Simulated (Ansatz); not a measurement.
# SiO2: how the settings move a single-point run

How sensitive is a single-point run of SiO2 to its settings? A reference run comes first, then two runs with altered input.

Computed with Ansatz 0.2.0 (reference: DFT, PBE, PAW with Ansatz's default frozen-core files, scalar-relativistic, unless a step's input says otherwise).

## 1. The structure to begin with

The structure is tetragonal, space group P4_2/mnm (No. 136). Conventional cell: a = 4.180 Å, b = 4.180 Å, c = 2.668 Å, α = 90.00°, β = 90.00°, γ = 90.00°. Si (site symmetry mmm) is surrounded by 6 O at 1.76 to 1.81 Å. O (site symmetry m2m) is surrounded by 3 Si at 1.76 to 1.81 Å.

As a file:

```cif
data_structure
_symmetry_space_group_name_H-M 'P 1'
_symmetry_Int_Tables_number 1
_cell_length_a 4.1801
_cell_length_b 4.1801
_cell_length_c 2.6678
_cell_angle_alpha 90.000
_cell_angle_beta 90.000
_cell_angle_gamma 90.000
_cell_volume 46.62
loop_
_atom_site_label
_atom_site_type_symbol
_atom_site_fract_x
_atom_site_fract_y
_atom_site_fract_z
_atom_site_occupancy
Si1 Si 0.00000 0.00000 0.00000 1
Si2 Si 0.50000 0.50000 0.50000 1
O1 O 0.30670 0.30670 0.00000 1
O2 O 0.19330 0.80670 0.50000 1
O3 O 0.69330 0.69330 0.00000 1
O4 O 0.80670 0.19330 0.50000 1
```

## 2. Reference

input.yaml

```yaml
crystal:
  lattice:
    - [4.1801, 0.0, 0.0]
    - [0.0, 4.1801, 0.0]
    - [0.0, 0.0, 2.6678]
  atoms:
    - { symbol: Si, position: [0.0, 0.0, 0.0] }
    - { symbol: Si, position: [0.5, 0.5, 0.5] }
    - { symbol: O, position: [0.3067, 0.3067, 0.0] }
    - { symbol: O, position: [0.1933, 0.8067, 0.5] }
    - { symbol: O, position: [0.6933, 0.6933, 0.0] }
    - { symbol: O, position: [0.8067, 0.1933, 0.5] }
kpoints:
  mp_grid: { grid: [6, 6, 9] }
  band_path:
    path:
      - [0.0, 0.0, 0.0]
      - [0.0, 0.5, 0.0]
      - [0.5, 0.5, 0.0]
      - [0.0, 0.0, 0.0]
      - [0.0, 0.0, 0.5]
      - [0.0, 0.5, 0.5]
      - [0.5, 0.5, 0.5]
      - [0.0, 0.0, 0.5]
      - [0.0, 0.5, 0.0]
    npoints: 14
scf:
  occupations: { method: fermi_dirac, width: 0.03 }
hamiltonian:
  xc: pbe
  pseudopotentials: { kind: paw }
output:
  forces: true
  stress: true
  eigenvalues: true
  efg: { contact_densities: true }
  populations: true
  bader: true
  dos: { projected: true, de: 0.2, e_range: [-14, 8] }
  write_density: true
  write_potential: true
  elf: true
  volumetric_format: npy
```

On the command line:

```
$ ansatz run input.yaml --threads 2 --pin off --max-ram 6144MiB --backend cpu --events-out ev --progress --plain --runs-dir out
```

## 3. Variant: xc_grid 4

Edit input.yaml of step 2 so:

```diff
@@ -37,7 +37,3 @@
   populations: true
-  bader: true
-  dos: { projected: true, de: 0.2, e_range: [-14, 8] }
-  write_density: true
-  write_potential: true
-  elf: true
-  volumetric_format: npy
+basis:
+  xc_grid: 4
```

## 4. Changed: starting moments, lower_state_search off, spin_polarized true

input.yaml

```yaml
crystal:
  lattice:
    - [4.1801, 0.0, 0.0]
    - [0.0, 4.1801, 0.0]
    - [0.0, 0.0, 2.6678]
  atoms:
    - { symbol: Si, position: [0.0, 0.0, 0.0], spin: 0.2 }
    - { symbol: Si, position: [0.5, 0.5, 0.5], spin: 0.2 }
    - { symbol: O, position: [0.3067, 0.3067, 0.0], spin: 0.2 }
    - { symbol: O, position: [0.1933, 0.8067, 0.5], spin: 0.2 }
    - { symbol: O, position: [0.6933, 0.6933, 0.0], spin: 0.2 }
    - { symbol: O, position: [0.8067, 0.1933, 0.5], spin: 0.2 }
kpoints:
  mp_grid: { grid: [6, 6, 9] }
  band_path:
    path:
      - [0.0, 0.0, 0.0]
      - [0.0, 0.5, 0.0]
      - [0.5, 0.5, 0.0]
      - [0.0, 0.0, 0.0]
      - [0.0, 0.0, 0.5]
      - [0.0, 0.5, 0.5]
      - [0.5, 0.5, 0.5]
      - [0.0, 0.0, 0.5]
      - [0.0, 0.5, 0.0]
    npoints: 14
scf:
  occupations: { method: fermi_dirac, width: 0.03 }
  lower_state_search: "off"
hamiltonian:
  xc: pbe
  pseudopotentials: { kind: paw }
output:
  forces: true
  stress: true
  eigenvalues: true
  efg: { contact_densities: true }
  populations: true
magnetization:
  spin_polarized: true
```

What does the calculation give? Wanted: for each run, ending; energy change; pressure; gap; force.

As calculated:

```csv
run,ending,energy change,pressure (GPa),gap (eV),force (eV/Å),cycles,time
reference,converged,0,10.9,5.63,0.23,6,23 s
1: xc_grid 4,converged,0.0 meV/atom,10.9,5.63,0.23,6,3.4 s
"2: starting moments, lower_state_search off, spin_polarized true",converged,0.0 meV/atom,10.9,5.63,0.23,13,8.4 s
```

Times don't compare one to one where runs were asked for different outputs or read a saved state (see the inputs); cycles may leave out searches for a lower state.

Residual by cycle in the longest SCF loop of each run; runs are numbered as in the table. The quantity is the density residual dr2, in eV.

```csv
cycle,reference,run 1,run 2
1,0.00186,0.00186,8.16
2,3.9e-4,3.9e-4,0.888
3,5.9e-5,5.9e-5,0.158
4,2.5e-6,2.6e-6,0.00118
5,2.9e-7,3.2e-7,3.6e-4
6,1.6e-8,2.0e-8,1.1e-5
8,-,-,1.5e-6
9,-,-,1.4e-8
10,-,-,1.6e-8
11,-,-,9.6e-8
12,-,-,2.1e-11
13,-,-,7.1e-12
```

**Reading.** Of the converged runs whose energies compare with the reference's, none moves it noticeably. Of the variants the dearest is «starting moments, lower_state_search off, spin_polarized true» (8.4 s), the cheapest «xc_grid 4» (3.4 s), on a shared host.

These are semilocal Kohn-Sham gaps, which aren't the measured quantity. Such gaps usually fall short of the measured ones.
